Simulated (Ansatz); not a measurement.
Ti: pressure against volume per atom

Results calculated with Ansatz 0.2.0 development build, not measured. Equation of state of a cubic crystal from periodic Kohn-Sham density functional theory without spin; pressure corrected for the finite basis.

Cell of the first row (space group Fm-3m, No. 225):
```
cell vectors (Å)
   0.0000     2.0002     2.0002
   2.0002     0.0000     2.0002
   2.0002     2.0002     0.0000
atoms (fractions of the cell vectors)
Ti  0.00000  0.00000  0.00000
```

Settings of every row: formula Ti; structure type fcc; functional r2SCAN; spin treatment none; k mesh 14x14x14; occupation method fermi-dirac; occupation width 0.1 eV; wave cutoff 500 eV; datasets soft-1 PAW; density cutoff ratio 4.

Limits: a cubic model structure, not a phase known at ambient conditions; modest k-mesh, values are not fully converged in k.

```csv
row,volume per atom (Å³),pressure (GPa),energy above lowest point (meV/atom)
1,16.005,10.623,43.12
2,16.526,6.225,15.83
3,17.048,2.351,1.99
4,17.57,?,?
5,18.092,-4.059,8.45
```

Question: what pressure should row 4 give?

Worked fit of pressure. Take u = (V_r/V)^(2/3) − 1 with V_r = 16.787 Å³ an atom, which is twice the finite (Eulerian) strain; such expansions in the strain, on which the Birch-Murnaghan equation of state is built, carry the rest volume and the bulk modulus. The shown rows have u = 0.03231, 0.0105, -0.01023, -0.04869. Least squares give pressure = 4.226 + 186.879 × u + 343.49 × u² GPa; a straight line predicts inner rows, each left out in turn, worse (root mean square 0.35 against 0.0022 GPa). The rows lie off it by 0.000, -0.001, 0.001, 0.000. The pressure vanishes at u = -0.0236, or V = 17.4 Å³ an atom, and there the bulk modulus at fixed shape and fractions is B = −V dP/dV = (2/3)(1 + u) dP/du = 111 GPa. The withheld row has u = -0.02993, so the fit gives 4.226 + 186.879 × (-0.02993) + 343.49 × (-0.02993)² = -1.060 GPa.

The calculation gave -1.06 GPa. The fit meets it to the printed digit.

The other values of row 4: energy above lowest point 0 meV/atom.
